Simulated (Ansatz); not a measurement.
# Tungsten, fcc under PBE: from relaxation to bulk modulus

Aim: take tungsten in the fcc structure, relax it, solve it on a dense k-mesh, switch on spin-orbit coupling, then scale the cell to 7 volumes from 88 to 112 % of the relaxed one and try a fit of the equation of state. The k-meshes are 14×14×14 for the relaxation; 22×22×22 for the dense run; 13×13×13 for spin-orbit coupling; 22×22×22 for the volumes.

This is W in the fcc structure; at room conditions it is bcc.

Program: Ansatz 0.2.0. Level of theory: DFT PBE, plane waves (420 eV) with PAW, scalar-relativistic. These are calculated values, not measurements.

### 1 The starting structure

It takes space group Fm-3m (No. 225, cubic). The conventional cell has a = 3.987 Å, b = 3.987 Å, c = 3.987 Å, α = 90.00°, β = 90.00°, γ = 90.00°. Around W (site symmetry m-3m) lie 12 W at 2.82 Å.

Coordinates:

```xyz
1
Lattice="0.0000 1.9936 1.9936 1.9936 0.0000 1.9936 1.9936 1.9936 0.0000" Properties=species:S:1:pos:R:3 pbc="T T T"
W     0.0000    0.0000    0.0000
```

### 2 Relaxing cell and atoms

input.yaml

```yaml
crystal:
  lattice:
    - [0.0, 1.9936234741, 1.9936234741]
    - [1.9936234741, 0.0, 1.9936234741]
    - [1.9936234741, 1.9936234741, 0.0]
  atoms:
    - { symbol: W, position: [0.0, 0.0, 0.0] }
hamiltonian:
  xc: pbe
  pseudopotentials:
    kind: paw
    azcp:
      W: "pseudopotentials/W.paw.azcp"
basis:
  ecutwfc: 420
  fft_grid_basis: typed
kpoints:
  mp_grid: { grid: [14, 14, 14], shift: [0, 0, 0] }
magnetization:
  spin_polarized: false
scf:
  occupations: { method: fermi_dirac, width: 0.1 }
relax:
  max_steps: 60
  f_tol: 0.01
  cell: {}
```

The runs that follow: Dense single point; With spin-orbit coupling; The cell scaled to 88 % of its volume; The cell scaled to 92 % of its volume; The cell scaled to 96 % of its volume; The cell scaled to 100 % of its volume; The cell scaled to 104 % of its volume; The cell scaled to 108 % of its volume; The cell scaled to 112 % of its volume.

**Question.** What will these runs give? Wanted: space group; conventional cell; volume; shortest distance; gap on the mesh; relative to bcc; V₀, B₀, B₀′.

As calculated:

| quantity | value |
| --- | --- |
| space group (spins left aside) | Fm-3m (No. 225) |
| conventional cell | a = 4.038 Å |
| volume | 16.461 Å³/atom |
| shortest distance | 2.855 Å |
| gap on the mesh | none (levels filled in part) |
| relative to bcc | +485 meV/atom |
| V₀, B₀, B₀′ | 16.436 Å³/atom, 282 GPa, 4.1 |

What this shows: The relaxation enlarged the cell by 3.9 % in volume. It lies 485 meV/atom above the element's reference form at the same level (bcc, from a run of its own), so it is far from stable. Levels at the Fermi energy are filled in part, as in a metal. Totals with and without spin-orbit coupling (-24.7 eV/atom apart) can't be read as binding, since the two-component data shift the zero of energy. The fitted modulus is 282 GPa, among the stiffest elements. The symmetry was held, so the structure may be unstable against distortions that break it.
